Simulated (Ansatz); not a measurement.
# Bi2Se3 (Paraguanajuatite): single point with PBE

Crystal: Bi2Se3 (Paraguanajuatite).

```
Bi Se
1.0
     2.07150    1.19598    9.54533
    -2.07150    1.19598    9.54533
     0.00000   -2.39196    9.54533
Bi Se
2 3
Direct
  0.59920 0.59920 0.59920
  0.40080 0.40080 0.40080
  0.78830 0.78830 0.78830
  0.21170 0.21170 0.21170
  0.00000 0.00000 0.00000
```

- Program: Ansatz 0.2.0
- Task: single point
- Functional: PBE
- Potentials or basis: Ansatz PAW
- Cutoff: 420 eV (not typed: the program's choice for these potentials)
- k mesh: 6 × 6 × 6
- Occupations: fermi-dirac, width 0.05 eV
- Spin: no spin polarisation

```yaml
Pressure: 2.5 GPa
Largest_force: 0.181 eV/Å
Band_gap_on_the_k_mesh: 0.22 eV, direct
```

Forces in eV/Å, atoms in the order of the input:
```
Bi   0.000  0.000  0.181
Bi   0.000  0.000 -0.181
Se   0.000  0.000  0.176
Se   0.000  0.000 -0.176
Se   0.000  0.000  0.000
```

Levels at points of the mesh, in eV from the valence-band top:
| k point | band 36 | band 37 | band 38 | band 39 | band 40 | band 41 | band 42 | band 43 |
| --- | --- | --- | --- | --- | --- | --- | --- | --- |
| (0.00, 0.00, 0.00) | -1.87 | -1.21 | -1.21 | 0.00 | 0.22 | 1.40 | 1.40 | 2.13 |
| (0.00, 0.00, -0.50) | -3.00 | -2.15 | -1.24 | -0.56 | 0.84 | 1.93 | 2.97 | 3.15 |
| (0.00, -0.50, -0.50) | -1.89 | -1.88 | -1.64 | -1.00 | 1.34 | 1.96 | 2.59 | 2.99 |
| (-0.50, -0.50, -0.50) | -1.54 | -1.38 | -1.38 | -0.45 | 0.63 | 1.71 | 1.71 | 2.06 |

It took 5.8 s on 2 threads of Arm Neoverse V1 (shared host), peak memory 0.5 GiB.

Caveat: spin-orbit coupling is left out, which as a rule narrows the gap of such compounds by several tenths of an eV. A k mesh can miss the band edges.
